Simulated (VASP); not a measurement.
# PbSe in VASP: relaxing the cell with several functionals, part 2 of 2

VASP 6.6.1, plane waves, PAW.

## Step 4: Relaxation with LDA

INCAR reads:

```
ENCUT = 600.000000
SIGMA = 0.020000
EDIFF = 1.00e-07
EDIFFG = -5.00e-03
GGA = CA
PREC = Accurate
IBRION = 2
ISIF = 3
ISMEAR = -1
NBANDS = 17
NELM = 120
NSW = 40
LASPH = .TRUE.
LCHARG = .FALSE.
LWAVE = .FALSE.
LREAL = .FALSE.
```

KPOINTS reads:

```
KPOINTS created by Atomic Simulation Environment
0
Gamma
6 6 6
0 0 0
```

POSCAR reads:

```
Pb Se
 1.0000000000000000
    -0.0000000000000000    3.1086758719996124    3.1086758719996115
     3.1086758719996124   -0.0000000000000000    3.1086758719996115
     3.1086758719996124    3.1086758719996124    0.0000000000000000
 Pb  Se
   1   1
Cartesian
  0.0000000000000000 -0.0000000000000000 -0.0000000000000000
  3.1086758719996124  3.1086758719996124  3.1086758719996115
```

The run uses the recommended LDA PAW datasets (20 valence electrons a neutral cell).

OSZICAR:

```text
N       E                     dE             d eps       ncg     rms          rms(c)
DAV:   1     0.159337828858E+03    0.15934E+03   -0.10594E+04   552   0.133E+03
DAV:   2     0.372948552970E+01   -0.15561E+03   -0.15081E+03   546   0.320E+02
DAV:   3    -0.937814981512E+01   -0.13108E+02   -0.13010E+02   721   0.950E+01
DAV:   4    -0.970069663724E+01   -0.32255E+00   -0.32231E+00   646   0.165E+01
DAV:   5    -0.971178278699E+01   -0.11086E-01   -0.11086E-01   826   0.305E+00    0.269E+00
DAV:   6    -0.940729038159E+01    0.30449E+00   -0.81042E-01   789   0.588E+00    0.148E+00
DAV:   7    -0.939836834777E+01    0.89220E-02   -0.94686E-02   679   0.143E+00    0.818E-01
DAV:   8    -0.939655762968E+01    0.18107E-02   -0.10131E-02   664   0.974E-01    0.154E-01
DAV:   9    -0.939615302971E+01    0.40460E-03   -0.25207E-03   779   0.393E-01    0.507E-02
DAV:  10    -0.939616288745E+01   -0.98577E-05   -0.13512E-04   625   0.633E-02    0.178E-02
DAV:  11    -0.939616211245E+01    0.77500E-06   -0.11867E-05   755   0.317E-02    0.372E-03
DAV:  12    -0.939616199089E+01    0.12156E-06   -0.67049E-07   704   0.103E-02    0.494E-04
DAV:  13    -0.939616199638E+01   -0.54915E-08   -0.64662E-08   382   0.181E-03
   1 F= -.93961620E+01 E0= -.93961589E+01  d E =-.939616E+01
       N       E                     dE             d eps       ncg     rms          rms(c)
DAV:   1    -0.119694323358E+02   -0.25733E+01   -0.65341E+01   684   0.113E+02    0.874E+00
DAV:   2    -0.975539622005E+01    0.22140E+01   -0.43019E+00   701   0.420E+01    0.293E+00
DAV:   3    -0.945273254363E+01    0.30266E+00   -0.13018E+00   693   0.177E+01    0.520E-01
DAV:   4    -0.945600937599E+01   -0.32768E-02   -0.30952E-02   553   0.144E+00    0.238E-01
DAV:   5    -0.945701136684E+01   -0.10020E-02   -0.27603E-03   678   0.452E-01    0.721E-02
DAV:   6    -0.945700927182E+01    0.20950E-05   -0.25646E-04   764   0.124E-01    0.180E-02
DAV:   7    -0.945700127673E+01    0.79951E-05   -0.15903E-05   630   0.268E-02    0.686E-03
DAV:   8    -0.945700192285E+01   -0.64612E-06   -0.57269E-06   579   0.128E-02    0.188E-03
DAV:   9    -0.945700201822E+01   -0.95370E-07   -0.22262E-07   649   0.389E-03
   2 F= -.94570020E+01 E0= -.94566713E+01  d E =-.608400E-01
       N       E                     dE             d eps       ncg     rms          rms(c)
DAV:   1    -0.959011022724E+01   -0.13311E+00   -0.37869E+00   684   0.320E+01    0.193E+00
DAV:   2    -0.948097999778E+01    0.10913E+00   -0.21732E-01   702   0.756E+00    0.695E-01
DAV:   3    -0.946323677490E+01    0.17743E-01   -0.74052E-02   685   0.420E+00    0.133E-01
DAV:   4    -0.946329604538E+01   -0.59270E-04   -0.20663E-03   553   0.434E-01    0.427E-02
DAV:   5    -0.946326888139E+01    0.27164E-04   -0.30442E-04   758   0.232E-01    0.289E-02
DAV:   6    -0.946326781594E+01    0.10655E-05   -0.39063E-05   588   0.808E-02    0.492E-03
DAV:   7    -0.946326683174E+01    0.98420E-06   -0.23219E-06   587   0.175E-02    0.236E-03
DAV:   8    -0.946326670080E+01    0.13094E-06   -0.49811E-07   633   0.864E-03    0.629E-04
DAV:   9    -0.946326670445E+01   -0.36525E-08   -0.14709E-08   331   0.135E-03
   3 F= -.94632667E+01 E0= -.94627957E+01  d E =-.671047E-01
       N       E                     dE             d eps       ncg     rms          rms(c)
DAV:   1    -0.946386018527E+01   -0.59348E-03   -0.17137E-02   684   0.210E+00    0.134E-01
DAV:   2    -0.946334179999E+01    0.51839E-03   -0.10186E-03   702   0.523E-01    0.466E-02
DAV:   3    -0.946326231396E+01    0.79486E-04   -0.32315E-04   685   0.280E-01    0.919E-03
DAV:   4    -0.946326255968E+01   -0.24572E-06   -0.77154E-06   552   0.238E-02    0.356E-03
DAV:   5    -0.946326259682E+01   -0.37140E-07   -0.10931E-06   696   0.131E-02    0.137E-03
DAV:   6    -0.946326257041E+01    0.26413E-07   -0.12741E-07   313   0.568E-03
   4 F= -.94632626E+01 E0= -.94628105E+01  d E =-.671006E-01
       N       E                     dE             d eps       ncg     rms          rms(c)
DAV:   1    -0.946326284833E+01   -0.25150E-06   -0.11823E-06   552   0.174E-02    0.109E-03
DAV:   2    -0.946326281294E+01    0.35390E-07   -0.64159E-08   276   0.432E-03
   5 F= -.94632628E+01 E0= -.94628105E+01  d E =-.242525E-06
       N       E                     dE             d eps       ncg     rms          rms(c)
DAV:   1    -0.946326383288E+01   -0.98456E-06   -0.83662E-06   679   0.464E-02    0.306E-03
DAV:   2    -0.946326355416E+01    0.27872E-06   -0.52571E-07   413   0.120E-02    0.107E-03
DAV:   3    -0.946326351140E+01    0.42765E-07   -0.18239E-07   324   0.645E-03
   6 F= -.94632635E+01 E0= -.94628108E+01  d E =-.940989E-06
       N       E                     dE             d eps       ncg     rms          rms(c)
DAV:   1    -0.946326351758E+01    0.36586E-07   -0.25192E-08   275   0.177E-03    0.903E-05
DAV:   2    -0.946326351781E+01   -0.23692E-09   -0.55352E-09   275   0.827E-04
   7 F= -.94632635E+01 E0= -.94628108E+01  d E =-.641535E-08
       N       E                     dE             d eps       ncg     rms          rms(c)
DAV:   1    -0.946326353135E+01   -0.13771E-07   -0.52286E-09   273   0.124E-03    0.605E-05
DAV:   2    -0.946326353109E+01    0.26353E-09   -0.70384E-10   275   0.367E-04
   8 F= -.94632635E+01 E0= -.94628108E+01  d E =-.196856E-07
       N       E                     dE             d eps       ncg     rms          rms(c)
DAV:   1    -0.946326355707E+01   -0.25720E-07   -0.12407E-08   275   0.184E-03    0.106E-04
DAV:   2    -0.946326355659E+01    0.47748E-09   -0.82493E-10   275   0.553E-04
   9 F= -.94632636E+01 E0= -.94628108E+01  d E =-.451919E-07
       N       E                     dE             d eps       ncg     rms          rms(c)
DAV:   1    -0.946326361021E+01   -0.53143E-07   -0.44473E-08   275   0.341E-03    0.216E-04
DAV:   2    -0.946326360855E+01    0.16660E-08   -0.32281E-09   275   0.110E-03
  10 F= -.94632636E+01 E0= -.94628108E+01  d E =-.971463E-07
       N       E                     dE             d eps       ncg     rms          rms(c)
DAV:   1    -0.946326371797E+01   -0.10776E-06   -0.18247E-07   403   0.681E-03    0.452E-04
DAV:   2    -0.946326371162E+01    0.63567E-08   -0.12204E-08   275   0.195E-03
  11 F= -.94632637E+01 E0= -.94628108E+01  d E =-.200216E-06
       N       E                     dE             d eps       ncg     rms          rms(c)
DAV:   1    -0.946326394135E+01   -0.22338E-06   -0.71541E-07   403   0.137E-02    0.895E-04
DAV:   2    -0.946326391752E+01    0.23834E-07   -0.47956E-08   275   0.387E-03
  12 F= -.94632639E+01 E0= -.94628109E+01  d E =-.406116E-06
       N       E                     dE             d eps       ncg     rms          rms(c)
DAV:   1    -0.946326442667E+01   -0.48532E-06   -0.29228E-06   678   0.274E-02    0.183E-03
DAV:   2    -0.946326432496E+01    0.10171E-06   -0.18225E-07   339   0.716E-03    0.641E-04
DAV:   3    -0.946326431029E+01    0.14671E-07   -0.68927E-08   276   0.380E-03
  13 F= -.94632643E+01 E0= -.94628111E+01  d E =-.798886E-06
       N       E                     dE             d eps       ncg     rms          rms(c)
DAV:   1    -0.946326554059E+01   -0.12156E-05   -0.13254E-05   684   0.586E-02    0.370E-03
DAV:   2    -0.946326513511E+01    0.40548E-06   -0.77067E-07   482   0.146E-02    0.129E-03
DAV:   3    -0.946326507647E+01    0.58641E-07   -0.29057E-07   484   0.780E-03
  14 F= -.94632651E+01 E0= -.94628113E+01  d E =-.156507E-05
       N       E                     dE             d eps       ncg     rms          rms(c)
DAV:   1    -0.946326835035E+01   -0.32152E-05   -0.52848E-05   684   0.116E-01    0.743E-03
DAV:   2    -0.946326672835E+01    0.16220E-05   -0.31462E-06   709   0.292E-02    0.258E-03
DAV:   3    -0.946326647993E+01    0.24842E-06   -0.99060E-07   530   0.156E-02    0.524E-04
DAV:   4    -0.946326648070E+01   -0.76193E-09   -0.28912E-08   280   0.149E-03
  15 F= -.94632665E+01 E0= -.94628116E+01  d E =-.296930E-05
       N       E                     dE             d eps       ncg     rms          rms(c)
DAV:   1    -0.946327606716E+01   -0.95872E-05   -0.20816E-04   684   0.231E-01    0.148E-02
DAV:   2    -0.946326974589E+01    0.63213E-05   -0.12367E-05   702   0.578E-02    0.512E-03
DAV:   3    -0.946326878215E+01    0.96374E-06   -0.39016E-06   685   0.308E-02    0.103E-03
DAV:   4    -0.946326878420E+01   -0.20450E-08   -0.82618E-08   277   0.259E-03
  16 F= -.94632688E+01 E0= -.94628117E+01  d E =-.527280E-05
       N       E                     dE             d eps       ncg     rms          rms(c)
DAV:   1    -0.946330051118E+01   -0.31729E-04   -0.83214E-04   684   0.462E-01    0.295E-02
DAV:   2    -0.946327522084E+01    0.25290E-04   -0.49484E-05   702   0.116E-01    0.102E-02
DAV:   3    -0.946327137054E+01    0.38503E-05   -0.15574E-05   693   0.616E-02    0.206E-03
DAV:   4    -0.946327138282E+01   -0.12277E-07   -0.37180E-07   538   0.517E-03
  17 F= -.94632714E+01 E0= -.94628100E+01  d E =-.787142E-05
```

OUTCAR, selected sections:

```text
k-points           NKPTS =     16   k-points in BZ     NKDIM =     16   number of bands    NBANDS=     17

   NELECT =      20.0000    total number of electrons

   dimension x,y,z NGX =    36 NGY =   36 NGZ =   36
   dimension x,y,z NGXF=    72 NGYF=   72 NGZF=   72

  energy-cutoff  :      600.00
  volume of cell :       55.13
      direct lattice vectors                 reciprocal lattice vectors
    -0.000000000  3.020809396  3.020809396    -0.165518553  0.165518553  0.165518553
     3.020809396  0.000000000  3.020809396     0.165518553 -0.165518553  0.165518553
     3.020809396  3.020809396  0.000000000     0.165518553  0.165518553 -0.165518553

 k-points in reciprocal lattice and weights: KPOINTS created by Atomic Simulation Env
   0.00000000  0.00000000  0.00000000       0.005
   0.16666667  0.00000000  0.00000000       0.037
   0.33333333  0.00000000  0.00000000       0.037
   0.50000000  0.00000000  0.00000000       0.019
   0.16666667  0.16666667  0.00000000       0.028
   0.33333333  0.16666667  0.00000000       0.111
   0.50000000  0.16666667  0.00000000       0.111
  -0.33333333  0.16666667  0.00000000       0.111
[... 8 more k-points ...]

 E-fermi :   5.4593

 k-point     1 :       0.0000    0.0000    0.0000
  band No.  band energies     occupation
      1     -11.4443      2.00000
      2     -11.4443      2.00000
      3     -11.4397      2.00000
      4     -11.4397      2.00000
      5     -11.4397      2.00000
      6      -8.5523      2.00000
      7      -0.9107      2.00000
      8       3.3547      2.00000
      9       3.3547      2.00000
     10       3.3547      2.00000
     11      10.0979      0.00000
     12      10.0979      0.00000
     13      10.0979      0.00000
     14      11.8020      0.00000
     15      11.8020      0.00000
     16      11.8020      0.00000
     17      13.3104      0.00000

 k-point     2 :       0.1667    0.0000    0.0000
  band No.  band energies     occupation
      1     -11.4511      2.00000
      2     -11.4511      2.00000
      3     -11.4388      2.00000
      4     -11.4305      2.00000
      5     -11.4305      2.00000
      6      -8.3290      2.00000
      7      -1.6503      2.00000
      8       3.4345      2.00000
      9       3.4345      2.00000
     10       3.8652      2.00000
     11       8.4532      0.00000
     12       8.9903      0.00000
     13       8.9903      0.00000
     14      11.5670      0.00000
     15      12.4003      0.00000
     16      12.4003      0.00000
     17      15.2489      0.00000

 k-point     3 :       0.3333    0.0000    0.0000
  band No.  band energies     occupation
      1     -11.4659      2.00000
      2     -11.4659      2.00000
      3     -11.4376      2.00000
      4     -11.4108      2.00000
      5     -11.4108      2.00000
      6      -7.7680      2.00000
      7      -2.9816      2.00000
      8       3.6516      2.00000
      9       3.6516      2.00000
     10       4.6666      2.00000
     11       6.6322      0.00000
     12       7.5454      0.00000
     13       7.5454      0.00000
     14      12.3614      0.00000
     15      13.8877      0.00000
     16      13.8877      0.00000
     17      17.3210      0.00000

 k-point     4 :       0.5000    0.0000    0.0000
  band No.  band energies     occupation
      1     -11.4734      2.00000
      2     -11.4734      2.00000
      3     -11.4373      2.00000
      4     -11.4009      2.00000
      5     -11.4009      2.00000
      6      -7.3821      2.00000
      7      -3.6827      2.00000
      8       3.8074      2.00000
      9       3.8074      2.00000
     10       5.4437      1.37038
     11       5.4748      0.62962
     12       6.9302      0.00000
     13       6.9302      0.00000
     14      13.8720      0.00000
     15      15.5297      0.00000
     16      15.5297      0.00000
     17      15.5902      0.00000

[... the tables of k-points 5 to 16 left out ...]

  Total       -0.0070607     -0.0070607     -0.0070607      0.0000000     -0.0000000     -0.0000000
  in kB       -0.2051908     -0.2051908     -0.2051908      0.0000000     -0.0000000     -0.0000000
  external PRESSURE =      -0.2051908 kB  Pullay stress =       0.0000000 kB

 POSITION                                       TOTAL-FORCE (eV/Angst)
 -----------------------------------------------------------------------------------
     -0.00000      3.02081      3.02081         0.000000      0.000000     -0.000000
      3.02081      3.02081      3.02081         0.000000     -0.000000      0.000000
 -----------------------------------------------------------------------------------
    total drift:                               -0.000000     -0.000000      0.000000

  FREE ENERGIE OF THE ION-ELECTRON SYSTEM (eV)
  ---------------------------------------------------
  free  energy   TOTEN  =        -9.4632713828 eV

  energy  without entropy=       -9.4623485765  energy(sigma->0) =       -9.46280998
```

CONTCAR

```
Pb Se
   1.00000000000000
    -0.0000000000000000    3.0208093963609137    3.0208093963609133
     3.0208093963609137    0.0000000000000000    3.0208093963609133
     3.0208093963609137    3.0208093963609137    0.0000000000000000
  Pb              Se
     1     1
Direct
     1.0000000000000000    0.0000000000000000    0.0000000000000000
     0.5000000000000000    0.5000000000000000    0.5000000000000000

  0.00000000E+00  0.00000000E+00  0.00000000E+00
  0.00000000E+00  0.00000000E+00  0.00000000E+00
```

```
                       before   after   change
                a (Å)   6.217   6.042  -2.83 %
     volume (Å³/atom)  30.042  27.566  -8.24 %
shortest distance (Å)   3.109   3.021  -2.83 %
          space group   Fm-3m   Fm-3m     same
```

## Step 5: What came out

This closing draws on all 2 parts.

| level | a (Å) | volume (Å³/atom) | space group | Ansatz: volume (Å³/atom) |
| --- | --- | --- | --- | --- |
| r2SCAN | 6.178 | 29.476 | Fm-3m | 29.466 |
| PBEsol | 6.102 | 28.398 | Fm-3m | 28.381 |
| LDA | 6.042 | 27.566 | Fm-3m | 27.498 |

The r2SCAN run changed the volume by -1.9 % from its own start of 30.04 Å³/atom. LDA gives the smallest cell and r2SCAN the largest, 6.9 % apart in volume. A measured a is 6.1243 Å (300 K; a printed reference work, data compilation); the misses are r2SCAN +0.9 %, PBEsol -0.4 %, LDA -1.4 %. The two programs differ by at most 0.25 % in volume, much less than the spread of the functionals. Each program uses its own PAW datasets and cutoff. VASP's cell holds 20 valence electrons and Ansatz's 30. LDA means the Perdew–Zunger form in VASP and the Perdew–Wang form in Ansatz.
